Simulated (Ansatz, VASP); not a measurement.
**Sn: VASP beside Ansatz**

Contents of INCAR:

```
SYSTEM = Sn
  PREC = Accurate
  ENCUT = 520
  EDIFF = 1E-6
  ISMEAR = -1
  SIGMA = 0.05
  LREAL = .FALSE.
  LASPH = .TRUE.
  NELM = 80
  ALGO = Fast
  ISIF = 2
  LWAVE = .FALSE.
  LCHARG = .FALSE.
  GGA = CA
  NBANDS = 13
```

KPOINTS

```
Automatic mesh
0
G
  10 10 10
  0 0 0
```

Contents of POSCAR:

```
Sn
1.0
   -2.0291894110      2.0291894110      1.6607599896
    2.0291894110     -2.0291894110      1.6607599896
    2.0291894110      2.0291894110     -1.6607599896
Sn
1
Direct
    0.0000000000      0.0000000000      0.0000000000
```

Contents of input.yaml:

```yaml
crystal:
  lattice:
    - [-2.029189411, 2.029189411, 1.6607599896]
    - [2.029189411, -2.029189411, 1.6607599896]
    - [2.029189411, 2.029189411, -1.6607599896]
  atoms:
    - { symbol: Sn, position: [0.0, 0.0, 0.0] }
kpoints:
  mp_grid: { grid: [10, 10, 10] }
  band_path:
    path:
      - [0.0, 0.0, 0.0]
      - [0.0, 0.0, 0.5]
      - [-0.5, 0.5, 0.5]
      - [0.0, 0.0, 0.0]
      - [0.4174590337, 0.4174590337, -0.4174590337]
      - [0.25, 0.25, 0.25]
      - [0.0, 0.5, 0.0]
      - [-0.4174590337, 0.5825409663, 0.4174590337]
    npoints: 6
scf:
  occupations: { method: fermi_dirac, width: 0.05 }
hamiltonian:
  xc: lda
  pseudopotentials: { kind: all_electron, lapw: { basis_error: 0.001 } }
output:
  forces: true
  stress: true
  eigenvalues: true
```

Alike in both runs: functional LDA; k mesh 10 × 10 × 10; occupations fermi-dirac, width 0.05 eV; no spin polarisation.

|  | VASP | Ansatz |
| --- | --- | --- |
| version | VASP 6.6.1 | Ansatz 0.2.0 |
| potentials or method | VASP PAW LDA potentials, release 64 (Sn_d) | all-electron LAPW, scalar-relativistic |
| plane-wave cutoff (eV) | 520 | see its input |
| task | single point | band structure |

VASP gave:

| Property | Result |
| --- | --- |
| gap on the k mesh at the Fermi level (eV) | none |
| pressure (GPa) | -3.2 |
| largest component of the traceless stress (GPa) | 0.44 |

**Question.** Which values does Ansatz return?

**Answer.** gap on the k mesh at the Fermi level (eV): none; pressure (GPa): -3.2; largest component of the traceless stress (GPa): 0.41.

A gap of «none» marks a metal or a gap that the smearing closes. Ansatz ran all-electron here, so the differences hold the error of VASP's frozen core and of both bases.

Caveats: spin-orbit coupling is left out, which moves the levels of the heavy elements (Ansatz).
